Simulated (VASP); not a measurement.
# SnTe: molecular dynamics with a monitored distance, by stops when the distance exceeds

SnTe, Fm-3m (no. 225), 8 atoms in the cell. PBE, molecular dynamics; PAW potentials Te, Sn (PBE set).

| Stops when the distance exceeds (Å) | Largest distance met (Å) | Steps run | Mean temperature (K) | Time (s) |
|---|---|---|---|---|
| 3.34 | 3.193 | 80 | 727 | 169 |
| 5.041 | 3.193 | 80 | 727 | 176 |

Limits: 320 fs of 8 atoms are too short for converged averages; the distance is that to the nearest periodic copy, which so small a cell caps.

## Input of the first row

INCAR:
```
SYSTEM = SnTe
GGA      = PE             ! functional
PREC     = Normal         ! precision mode
ENCUT    = 200            ! plane-wave cutoff, eV
EDIFF    = 1E-5           ! SCF threshold, eV
NELMIN   = 4            
NELM     = 60             ! most SCF steps
ALGO     = Normal         ! electronic algorithm
LREAL    = Auto         
LASPH    = .True.         ! aspherical terms in the spheres
ISMEAR   = 0              ! smearing method
SIGMA    = 0.05           ! smearing width, eV
ISYM     = 0            
LWAVE    = .False.        ! write WAVECAR
LCHARG   = .False.        ! write CHGCAR
IBRION   = 0              ! ionic algorithm
NSW      = 80             ! ionic steps
POTIM    = 4.0            ! step
TEBEG    = 1000         
TEEND    = 1000         
ISIF     = 2              ! what is computed and relaxed
MDALGO   = 1            
ANDERSEN_PROB= 0.05         
RANDOM_SEED= 654223 0 0   
VALUE_MAX= 3.34         
VALUE_MIN= 1.575        
KPAR     = 2             
```

KPOINTS:
```
k-points
0
Monkhorst-Pack
  2 2 2
```

ICONST:
```
R 1 8 7
```

POSCAR:
```
SnTe
1.0
    6.3017000000      0.0000000000      0.0000000000
    0.0000000000      6.3017000000      0.0000000000
    0.0000000000      0.0000000000      6.3017000000
Te Sn
4 4
Direct
    0.5000000000      0.0000000000      0.0000000000
    0.5000000000      0.5000000000      0.5000000000
    0.0000000000      0.0000000000      0.5000000000
    0.0000000000      0.5000000000      0.0000000000
    0.0000000000      0.0000000000      0.0000000000
    0.0000000000      0.5000000000      0.5000000000
    0.5000000000      0.0000000000      0.5000000000
    0.5000000000      0.5000000000      0.0000000000
```

Commands:
```
cat potpaw_PBE.64/Te/POTCAR potpaw_PBE.64/Sn/POTCAR > POTCAR
mpirun -np 2 vasp_std > vasp.out
```

Changes of the last row against the first:
```
- VALUE_MAX = 3.34
+ VALUE_MAX = 5.041
```

VASP 6.6.1 took 169 s on 2 cores (Intel Xeon Platinum 8488C (Sapphire Rapids)), a shared host.
